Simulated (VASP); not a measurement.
Crystal: InP.

```xyz
2
Lattice="0.0000 2.9305 2.9305 2.9305 0.0000 2.9305 2.9305 2.9305 0.0000" Properties=species:S:1:pos:R:3 pbc="T T T"
In    0.0000    0.0000    0.0000
P     1.4652    1.4652    1.4652
```

| Quantity | Value |
| --- | --- |
| Program | VASP 6.6.1 |
| Task | relaxation of cell and atoms |
| Functional | PBE |
| Potentials or basis | VASP PAW PBE potentials, release 64 (In_d, P) |
| Cutoff | 600 eV |
| k mesh | 8 × 8 × 8 |
| Occupations | gaussian, width 0.03 eV |
| Spin | no spin polarisation |

At the start: pressure 3.3 GPa; volume 25.17 Å³/atom.

**Question.** Where does the relaxation end?

**Answer.** Over 3 steps the energy falls by 12.5 meV/atom and the volume is 26.44 Å³/atom (+5.1 %); space group F-43m (No. 216, to 0.05 Å).

The path:
```
step  energy change (eV)  largest force (eV/Å)  pressure (GPa)  volume (Å³)
   1              0.0000                0.0000            3.30        50.33
   2             -0.0192                0.0000           -1.39        54.20
   3             -0.0251                0.0000            0.01        52.88
```

Final structure:
```yaml
crystal:
  lattice:
    - [0.00000, 2.97915, 2.97915]
    - [2.97915, 0.00000, 2.97915]
    - [2.97915, 2.97915, 0.00000]
  atoms:
    - { symbol: In, position: [0.00000, 0.00000, 0.00000] }
    - { symbol: P, position: [0.25000, 0.25000, 0.25000] }
```
